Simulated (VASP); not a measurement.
# CdSe (P6_3mc) in VASP: a series of runs

CdSe is run at these levels: PBEsol; tasks: relaxation of the atoms.

All numbers are computed with VASP 6.6.1; they aren't measurements. Logs are shortened: lines on timing, memory, paths and dates and some standing lists are left out, and cuts for length are marked.

**The experiment to reproduce.**

A printed reference work, data compilation reports, for a bulk crystal of CdSe at 2 K: band gap 1.841 eV.

How close the calculation comes is told below.

### 1 The cell of the first run

Symmetry: P6_3mc, No. 186, hexagonal system. Conventional cell: a = 4.301 Å, b = 4.301 Å, c = 7.058 Å, α = 90.00°, β = 90.00°, γ = 120.00°. Cd (site symmetry 3m) has 4 Se at 2.63 to 2.65 Å within 3.5 Å. Se (site symmetry 3m) has 4 Cd at 2.63 to 2.65 Å within 3.5 Å.

### 2 Relaxation of the atoms, PBEsol (z stretched by +0.5 %, x and y held)

Contents of INCAR:

```
SYSTEM = CdSe
  PREC = Accurate
  ENCUT = 520
  EDIFF = 1E-6
  ISMEAR = 0
  SIGMA = 0.01
  LREAL = .False.
  LASPH = .True.
  NELM = 60
  ALGO = Normal
  ISIF = 2
  LWAVE = .False.
  LCHARG = .False.
  GGA = PS
  IBRION = 2
  NSW = 50
  EDIFFG = -0.002
```

Contents of KPOINTS:

```
Automatic mesh
0
Gamma
  6 6 4
  0 0 0
```

Contents of POSCAR:

```
CdSe
1.0
    4.3009830028      0.0000000000      0.0000000000
   -2.1504915014      3.7247605417      0.0000000000
    0.0000000000      0.0000000000      7.0576607305
Cd Se
2 2
Direct
    0.3333333333      0.6666666667      0.0047026406
    0.6666666667      0.3333333333      0.5047026406
    0.3333333333      0.6666666667      0.3802973594
    0.6666666667      0.3333333333      0.8802973594
```

Potentials or basis: VASP PAW PBE potentials, release 64 (Cd, Se).

The run is started by

```bash
$ cat potpaw_PBE.64/Cd/POTCAR potpaw_PBE.64/Se/POTCAR > POTCAR
$ mpirun -np 1 vasp_std > vasp.out
```

OUTCAR:

```text
SYSTEM = CdSe
   PREC = Accurate
   ENCUT = 520
   EDIFF = 1E-6
   ISMEAR = 0
   LREAL = .False.
   LASPH = .True.
   NELM = 60
   ISIF = 2
   GGA = PS
   IBRION = 2
   NSW = 50
   EDIFFG = -0.002

 ion  position               nearest neighbor table
   1  0.333  0.667  0.005-   4 2.63   4 2.63   4 2.63   3 2.65
   2  0.667  0.333  0.505-   3 2.63   3 2.63   3 2.63   4 2.65
   3  0.333  0.667  0.380-   2 2.63   2 2.63   2 2.63   1 2.65
   4  0.667  0.333  0.880-   1 2.63   1 2.63   1 2.63   2 2.65

  LATTYP: Found a hexagonal cell.
 ALAT       =     4.3009830028
 C/A-ratio  =     1.6409413211

  Lattice vectors:

 A1 = (   4.3009830028,   0.0000000000,   0.0000000000)
 A2 = (  -2.1504915014,   3.7247605417,   0.0000000000)
 A3 = (   0.0000000000,   0.0000000000,   7.0576607305)

Analysis of symmetry for initial positions (statically):
=====================================================================
 Subroutine PRICEL returns:
 Original cell was already a primitive cell.

 Routine SETGRP: Setting up the symmetry group for a
 hexagonal supercell.

 Subroutine GETGRP returns: Found 12 space group operations
 (whereof  6 operations were pure point group operations)
 out of a pool of 24 trial point group operations.

The static configuration has the point symmetry C_3v.
 The point group associated with its full space group is C_6v.

Analysis of symmetry for dynamics (positions and initial velocities):
=====================================================================
 Subroutine PRICEL returns:
 Original cell was already a primitive cell.

 Routine SETGRP: Setting up the symmetry group for a
 hexagonal supercell.

 Subroutine GETGRP returns: Found 12 space group operations
 (whereof  6 operations were pure point group operations)
 out of a pool of 24 trial point group operations.

The dynamic configuration has the point symmetry C_3v.
 The point group associated with its full space group is C_6v.

 Subroutine INISYM returns: Found 12 space group operations
 (whereof  6 operations are pure point group operations),
 and found     1 'primitive' translations

----------------------------------------------------------------------------------------

                                     Primitive cell

  volume of cell :     113.0647

  direct lattice vectors                    reciprocal lattice vectors
     4.300983003  0.000000000  0.000000000     0.232504988  0.134236817  0.000000000
    -2.150491501  3.724760542  0.000000000     0.000000000  0.268473634  0.000000000
     0.000000000  0.000000000  7.057660731     0.000000000  0.000000000  0.141690007

  length of vectors
     4.300983003  4.300983003  7.057660731     0.268473634  0.268473634  0.141690007

  position of ions in fractional coordinates (direct lattice)
     0.333333333  0.666666667  0.004702641
     0.666666667  0.333333333  0.504702641
     0.333333333  0.666666667  0.380297359
     0.666666667  0.333333333  0.880297359

  ion indices of the primitive-cell ions
   primitive index   ion index
                 1           1
                 2           2
                 3           3
                 4           4

----------------------------------------------------------------------------------------

 KPOINTS: Automatic mesh

Automatic generation of k-mesh.
 Grid dimensions read from file:
 generate k-points for:    6    6    4

 Generating k-lattice:

  Cartesian coordinates                     Fractional coordinates (reciprocal lattice)
     0.038750831  0.022372803  0.000000000     0.166666667  0.000000000  0.000000000
     0.000000000  0.044745606  0.000000000     0.000000000  0.166666667  0.000000000
     0.000000000  0.000000000  0.035422502     0.000000000  0.000000000  0.250000000

  Length of vectors
     0.044745606  0.044745606  0.035422502

  Shift w.r.t. Gamma in fractional coordinates (k-lattice)
     0.000000000  0.000000000  0.000000000

 Subroutine IBZKPT returns following result:
 ===========================================

 Found     21 irreducible k-points:

 Following reciprocal coordinates:
            Coordinates               Weight
  0.000000  0.000000  0.000000      1.000000
  0.166667  0.000000  0.000000      6.000000
  0.333333  0.000000  0.000000      6.000000
  0.500000  0.000000  0.000000      3.000000
  0.166667  0.166667  0.000000      6.000000
  0.333333  0.166667  0.000000     12.000000
[... 13 lines left out ...]
  0.333333  0.166667  0.500000     12.000000
  0.333333  0.333333  0.500000      2.000000
   k-points           NKPTS =     21   k-points in BZ     NKDIM =     21   number of bands    NBANDS=     22
   number of dos      NEDOS =    301   number of ions     NIONS =      4
   total plane-waves  NPLWV =  55296
   dimension x,y,z NGX =    32 NGY =   32 NGZ =   54
   dimension x,y,z NGXF=    64 NGYF=   64 NGZF=  108
   ions per type =               2   2
   NGX,Y,Z   is equivalent  to a cutoff of  12.37, 12.37, 12.72 a.u.
   NGXF,Y,Z  is equivalent  to a cutoff of  24.74, 24.74, 25.44 a.u.
 SYSTEM =  CdSe
   PREC   = accura    normal or accurate (medium, high low for compatibility)
   ISTART =      0    job   : 0-new  1-cont  2-samecut
   ICHARG =      2    charge: 1-file 2-atom 10-const
   ISPIN  =      1    spin polarized calculation?
   LNONCOLLINEAR =      F non collinear calculations
   LSORBIT =      F    spin-orbit coupling
   LASPH  =      T    aspherical Exc in radial PAW
   ENCUT  =  520.0 eV  38.22 Ry    6.18 a.u.   8.00  8.00 13.12*2*pi/ulx,y,z
   NELM   =     60;   NELMIN=  2; NELMDL= -5     # of ELM steps
   EDIFF  = 0.1E-05   stopping-criterion for ELM
   LREAL  =      F    real-space projection
   EDIFFG = -.2E-02   stopping-criterion for IOM
   NSW    =     50    number of steps for IOM
   IBRION =      2    ionic relax: 0-MD 1-quasi-New 2-CG
   NFREE  =      1    steps in history (QN), initial steepest desc. (CG)
   ISIF   =      2    stress and relaxation
   ISYM   =      2    0-nonsym 1-usesym 2-fastsym
   POTIM  = 0.5000    time-step for ionic-motion
   TEBEG  =    0.0;   TEEND  =   0.0 temperature during run
   PSTRESS=    0.0 pullay stress
   NELECT =      36.0000    total number of electrons
   NUPDOWN=      -1.0000    fix difference up-down
   EMIN   =  10.00;   EMAX   =-10.00  energy-range for DOS
   EFERMI =   0.00;   METHOD = LEGACY
   ISMEAR =     0;   SIGMA  =   0.01  broadening in eV -4-tet -1-fermi 0-gaus
   EFERMI_NEDOS =   21; number of points for ismear=-14 and -15
   IALGO  =     38    algorithm
   IMIX   =      4    mixing-type and parameters
     AMIX     =   0.40;   BMIX     =  1.00
     AMIX_MAG =   1.60;   BMIX_MAG =  1.00
  volume/ion in A,a.u.               =      28.27       190.75
  Fermi-wavevector in a.u.,A,eV,Ry     =   1.117893  2.112511 17.002978  1.249684
  Thomas-Fermi vector in A             =   2.254519
   LORBIT       =      0    0 simple, 1 ext, 2 COOP (PROOUT), +10 PAW based schemes
   GGA     = PS    functional components
   LHFCALC =     F    Hartree Fock is set to
   AEXX    =    0.0000 exact exchange contribution
   IVDW    =     0    specifies the selected vdW correction
   LEPSILON=     F    determine dielectric tensor
   LRPA    =     F    only Hartree local field effects (RPA)
 conjugate gradient relaxation of ions
 non-spin polarized calculation
 Gauss-broadening in eV      SIGMA  =   0.01
  energy-cutoff  :      520.00
  volume of cell :      113.06
 maximum number of plane-waves:      3068
 NGX is ok and might be reduce to    32
   NGX = 15   NGY = 15   NGZ = 27

--------------------------------------- Ionic step        1  -------------------------------------------

 number of electron      35.9999988 magnetization

 Free energy of the ion-electron system (eV)
  ---------------------------------------------------
  ext. energy  EPLUGINS =         0.00000000
  ---------------------------------------------------
  free energy    TOTEN  =       -12.34681106 eV

  energy without entropy =      -12.34681106  energy(sigma->0) =      -12.34681106

------------------------ aborting loop because EDIFF is reached ----------------------------------------

  FORCE on cell =-STRESS in cart. coord.  units (eV):
  Direction    XX          YY          ZZ          XY          YZ          ZX
  --------------------------------------------------------------------------------------
  -------------------------------------------------------------------------------------
  Total        0.1856589      0.1856589     -0.1619472      0.0000000      0.0000000      0.0000000
  in kB        2.6308708      2.6308708     -2.2948646      0.0000000      0.0000000      0.0000000
  external PRESSURE =       0.9889590 kB  Pullay stress =       0.0000000 kB

 VOLUME and BASIS-vectors are now :
 -----------------------------------------------------------------------------
  energy-cutoff  :      520.00
  volume of cell :      113.06
      direct lattice vectors                 reciprocal lattice vectors
     4.300983003  0.000000000  0.000000000     0.232504988  0.134236817  0.000000000
    -2.150491501  3.724760542  0.000000000     0.000000000  0.268473634  0.000000000
     0.000000000  0.000000000  7.057660731     0.000000000  0.000000000  0.141690007
[... 39 lines left out ...]
 POSITION                                       TOTAL-FORCE (eV/Angst)
 -----------------------------------------------------------------------------------
     -0.00000      2.48317      0.03494        -0.000000     -0.000000      0.020236
      2.15049      1.24159      3.56377         0.000000      0.000000      0.020236
     -0.00000      2.48317      2.68226        -0.000000     -0.000000     -0.020236
      2.15049      1.24159      6.21109         0.000000      0.000000     -0.020236
 -----------------------------------------------------------------------------------
    total drift:                               -0.000000     -0.000000     -0.000395

  FREE ENERGIE OF THE ION-ELECTRON SYSTEM (eV)
  ---------------------------------------------------
  free  energy   TOTEN  =       -12.3470102828 eV

  energy  without entropy=      -12.3470102828  energy(sigma->0) =      -12.34701028

--------------------------------------- Ionic step        3  -------------------------------------------

 number of electron      35.9999989 magnetization

 Free energy of the ion-electron system (eV)
  ---------------------------------------------------
  ext. energy  EPLUGINS =         0.00000000
  ---------------------------------------------------
  free energy    TOTEN  =       -12.34710011 eV

  energy without entropy =      -12.34710011  energy(sigma->0) =      -12.34710011

 E-fermi :   0.8660     XC(G=0):  -9.0688

 val. band max:        0.7885888602   @ k =   0.0000   0.0000   0.0000
 cond. band min:       1.3070825482   @ k =   0.0000   0.0000   0.0000
 fundamental gap:      0.5184936880
 Fermi energy:         0.8659506502

 k-point     1 :       0.0000    0.0000    0.0000
  band No.  band energies     occupation
      1     -11.8230      2.00000
      2     -11.4452      2.00000
      3      -7.1150      2.00000
      4      -7.1047      2.00000
      5      -7.1047      2.00000
      6      -7.0368      2.00000
[... 14 lines left out ...]
     21       6.5798      0.00000
     22       6.5798      0.00000
[... 520 lines left out ...]
 POSITION                                       TOTAL-FORCE (eV/Angst)
 -----------------------------------------------------------------------------------
     -0.00000      2.48317      0.03715        -0.000000      0.000000      0.000179
      2.15049      1.24159      3.56598         0.000000      0.000000      0.000179
     -0.00000      2.48317      2.68005         0.000000      0.000000     -0.000179
      2.15049      1.24159      6.20888        -0.000000     -0.000000     -0.000179
 -----------------------------------------------------------------------------------
    total drift:                               -0.000000     -0.000000      0.001638

  FREE ENERGIE OF THE ION-ELECTRON SYSTEM (eV)
  ---------------------------------------------------
  free  energy   TOTEN  =       -12.3471001126 eV

  energy  without entropy=      -12.3471001126  energy(sigma->0) =      -12.34710011

 reached required accuracy - stopping structural energy minimisation
```

Wall time 1.8 min (1 thread of Intel Xeon 8259CL, shared host); peak memory 0.25 GiB.

Results:

```yaml
Free_energy: -12.3471 eV
Energy_gained_by_relaxing: 0.1 meV/atom
Ionic_steps: 3
Pressure_after_relaxing: 0.1 GPa
Band_gap_on_the_k_mesh: 0.52 eV
```

The path:
```tsv
step	energy change (eV)	largest force (eV/Å)	pressure (GPa)
1	0.0000	0.0363	0.10
2	-0.0002	0.0202	0.10
3	-0.0003	0.0002	0.09
```

Final structure:
```yaml
crystal:
  lattice:
    - [4.30098, 0.00000, 0.00000]
    - [-2.15049, 3.72476, 0.00000]
    - [0.00000, 0.00000, 7.05766]
  atoms:
    - { symbol: Cd, position: [0.33333, 0.66667, 0.00526] }
    - { symbol: Cd, position: [0.66667, 0.33333, 0.50526] }
    - { symbol: Se, position: [0.33333, 0.66667, 0.37974] }
    - { symbol: Se, position: [0.66667, 0.33333, 0.87974] }
```

Levels at points of the mesh, in eV from the valence-band top:
| k point | band 14 | band 15 | band 16 | band 17 | band 18 | band 19 | band 20 | band 21 | band 22 |
| --- | --- | --- | --- | --- | --- | --- | --- | --- | --- |
| (0.00, 0.00, 0.00) | -0.76 | -0.76 | -0.07 | 0.00 | 0.00 | 0.52 | 2.12 | 5.79 | 5.79 |
| (0.50, 0.00, 0.00) | -3.69 | -2.70 | -1.86 | -1.37 | -0.76 | 3.10 | 3.24 | 4.63 | 6.00 |
| (0.00, 0.00, 0.50) | -2.73 | -0.40 | -0.40 | -0.40 | -0.40 | 2.27 | 2.27 | 5.72 | 5.72 |
| (0.50, 0.00, 0.50) | -4.25 | -1.40 | -1.40 | -1.35 | -1.35 | 2.80 | 2.80 | 4.75 | 4.75 |

Caveat: the cell differs from its parent crystal (z stretched by +0.5 %, x and y held); the PAW data sets were made with another functional, which shifts forces and pressure a little.

### 3 Relaxation of the atoms, PBEsol

This run uses another cell than the first one, of 28.55 Å³/atom.

Contents of INCAR:

```
ALGO = Normal
EDIFF = 1E-7
EDIFFG = -0.002
ENCUT = 520
GGA = PS
IBRION = 2
ISIF = 2
ISMEAR = 0
LASPH = True
LCHARG = False
LREAL = False
LWAVE = False
NELM = 100
NSW = 50
PREC = Accurate
SIGMA = 0.01
```

Contents of KPOINTS:

```
k-points
0
Gamma
  6 6 4
```

POSCAR, as its differences from that of step 2:

```diff
@@ -2,4 +2,4 @@
 1.0
-    4.3009830028      0.0000000000      0.0000000000
-   -2.1504915014      3.7247605417      0.0000000000
+    4.3224879178      0.0000000000      0.0000000000
+   -2.1612439589      3.7433843444      0.0000000000
     0.0000000000      0.0000000000      7.0576607305
```

Potentials or basis: VASP PAW PBE potentials, release 64 (Cd, Se).

The run is started by

```bash
$ cat potpaw_PBE.64/Cd/POTCAR potpaw_PBE.64/Se/POTCAR > POTCAR
$ mpirun -np 1 vasp_std > vasp.out
```

Run time: 81 s. Hardware: 1 thread of Intel Xeon 8259CL, shared host; peak memory 0.24 GiB.

It converged, with:

* Free energy: -12.3463 eV
* Pressure after relaxing: -0.4 GPa
* Band gap on the k mesh: 0.51 eV

Final structure:
```yaml
crystal:
  lattice:
    - [4.32249, 0.00000, 0.00000]
    - [-2.16124, 3.74338, 0.00000]
    - [0.00000, 0.00000, 7.05766]
  atoms:
    - { symbol: Cd, position: [0.33333, 0.66667, 0.00470] }
    - { symbol: Cd, position: [0.66667, 0.33333, 0.50470] }
    - { symbol: Se, position: [0.33333, 0.66667, 0.38030] }
    - { symbol: Se, position: [0.66667, 0.33333, 0.88030] }
```

Levels at points of the mesh, in eV from the valence-band top:
```csv
k point,band 16,band 17,band 18,band 19,band 20,band 21
"(0.00, 0.00, 0.00)",-0.05,0.00,0.00,0.51,2.08,5.78
"(0.50, 0.00, 0.00)",-1.83,-1.33,-0.75,3.09,3.23,4.66
"(0.00, 0.00, 0.50)",-0.39,-0.39,-0.39,2.25,2.25,5.72
"(0.50, 0.00, 0.50)",-1.35,-1.33,-1.33,2.81,2.81,4.75
```

Caveat: the relaxation stopped at its first step, so nothing moved; the PAW data sets were made with another functional, which shifts forces and pressure a little.

### 4 Comparison with measurements

Step 3. Against the measured gap of CdSe, 1.841 eV (2 K; a printed reference work, data compilation), the calculated 0.51 eV is off by -1.33 eV. So large a miss can be the level of theory's own, or it may mean another phase, state or a wrong row. Spin-orbit coupling on Cd, Se is left out. The value is that of PBEsol, without temperature or zero-point motion. Semilocal functionals fall short of measured gaps as a rule.
